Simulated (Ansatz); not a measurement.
Computed with Ansatz on PBE0-D4/def2-TZVP structures; ΔE is electronic, products minus reactants. CCSD(T)/CBS adds triple-zeta CCSD(T) − MP2 to the extrapolated MP2 energy (def2 sets, frozen cores). This one scheme is used for every species. DFT in def2-TZVPP. B3LYP here is the variant with VWN-RPA as its local correlation; programs differ in this. HSE06 is defined as in plane-wave codes. No spin–orbit coupling; open shells (•) take unrestricted orbitals. Each species was taken in one conformer, which may not be the lowest.

`O[SiH](Cl)Cl` + `F[C](F)F`• → `[O][SiH](Cl)Cl`• + `FC(F)F`  (hydrogen abstraction from the O–H bond)

Q: Is it downhill or uphill in electronic energy at CCSD(T)/CBS, and by how much? (Estimate.)

A: Computed: Uphill: ΔE = +17.3 kcal/mol.

Q: What do these levels give: LDA (SPW92), BLYP-D4, r2SCAN0-D4, r2SCAN, PBE0, B3LYP, r2SCANh, r2SCAN0, HSE06, CCSD/def2-SVP, HF/def2-TZVPP, MP2/CBS(def2)? (Best estimate.)

A: Computed: LDA (SPW92) 22.2, BLYP-D4 15.5, r2SCAN0-D4 16.7, r2SCAN 17.4, PBE0 16.7, B3LYP 15.3, r2SCANh 17.2, r2SCAN0 16.6, HSE06 16.7, CCSD/def2-SVP 13.5, HF/def2-TZVPP 5.8, MP2/CBS(def2) 23.6 kcal/mol.

Largest T1 diagnostic among the species: 0.014.

Leaving LDA and LC-ωPBE aside and taking each functional with its dispersion term where it has one, the values, not all of them listed here, spread over 5.0 kcal/mol, from BHLYP-D4 to PBE-QIDH. LDA lies +4.8 kcal/mol from PBE without D4. At CCSD(T), def2-SVP lies −3.3 kcal/mol from the extrapolated value and def2-TZVPP −1.6 kcal/mol.
